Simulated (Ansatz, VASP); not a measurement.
## N in VASP and in Ansatz

File INCAR:

```
PREC     = Accurate       # precision mode
ENCUT    = 520            # plane-wave cutoff, eV
EDIFF    = 1E-7           # SCF threshold, eV
ISMEAR   = -1             # smearing method
SIGMA    = 0.05           # smearing width, eV
LREAL    = F              # projectors in reciprocal space
LASPH    = T              # aspherical terms in the spheres
NELM     = 60             # most SCF steps
ALGO     = Normal         # electronic algorithm
ISIF     = 2              # what is computed and relaxed
LWAVE    = F              # write WAVECAR
LCHARG   = T              # write CHGCAR
GGA      = PE             # functional
LELF     = T              # ELF
LVHAR    = T            
NBANDS   = 18             # bands
```

KPOINTS

```
regular mesh
0
Gamma
  7 7 4
```

The input POSCAR:

```
N
1.0
    4.0821633730      0.0000000000      0.0000000000
   -2.0410816865      3.5352571835      0.0000000000
    0.0000000000      0.0000000000      6.8629837160
N
4
Direct
    0.6666666667      0.3333333333      0.6710699600
    0.6666666667      0.3333333333      0.8289300400
    0.3333333333      0.6666666667      0.1710699600
    0.3333333333      0.6666666667      0.3289300400
```

File input.yaml:

```yaml
crystal:
  lattice:
    - [4.082163373, 0.0, 0.0]
    - [-2.0410816865, 3.5352571835, 0.0]
    - [0.0, 0.0, 6.862983716]
  atoms:
    - { symbol: "N", position: [0.6666666667, 0.3333333333, 0.67106996] }
    - { symbol: "N", position: [0.6666666667, 0.3333333333, 0.82893004] }
    - { symbol: "N", position: [0.3333333333, 0.6666666667, 0.17106996] }
    - { symbol: "N", position: [0.3333333333, 0.6666666667, 0.32893004] }
kpoints:
  mp_grid: { grid: [7, 7, 4] }
scf:
  occupations: { method: fermi_dirac, width: 0.05 }
hamiltonian:
  xc: pbe
  pseudopotentials: { kind: all_electron, lapw: { basis_error: 0.001 } }
output:
  forces: true
  stress: true
  eigenvalues: true
```

Change from the starting cell: volume scaled by 0.94.

Alike in both runs: task single point; functional PBE; k mesh 7 × 7 × 4; occupations fermi-dirac, width 0.05 eV; no spin polarisation.

|  | VASP | Ansatz |
| --- | --- | --- |
| version | VASP 6.6.1 | Ansatz 0.2.0 |
| potentials or method | VASP PAW PBE potentials, release 64 (N) | all-electron LAPW, scalar-relativistic |
| plane-wave cutoff (eV) | 520 | see its input |

VASP gave:

- gap on the k mesh at the Fermi level (eV): 7.17
- least direct gap on the mesh (eV): 7.48
- pressure (GPa): 6.1
- largest component of the traceless stress (GPa): 11.80
- rms of the force components (eV/Å): 2.903

Question: Estimate Ansatz's values.

Answer: gap on the k mesh at the Fermi level (eV): 7.23; least direct gap on the mesh (eV): 7.54; pressure (GPa): 3.7; largest component of the traceless stress (GPa): 6.60; rms of the force components (eV/Å): 1.599.

Atom by atom the forces differ by 1.305 eV/Å (rms over components). Ansatz ran all-electron here, so the differences hold the error of VASP's frozen core and of both bases.

Caveats: an odd mesh through Γ misses points on the zone boundary, where band edges often lie; forces of over 1 eV/Å show positions far from the minimum, so gaps and moduli don't describe the material at rest; the standard files for N, O and F lose accuracy on very short bonds (VASP).
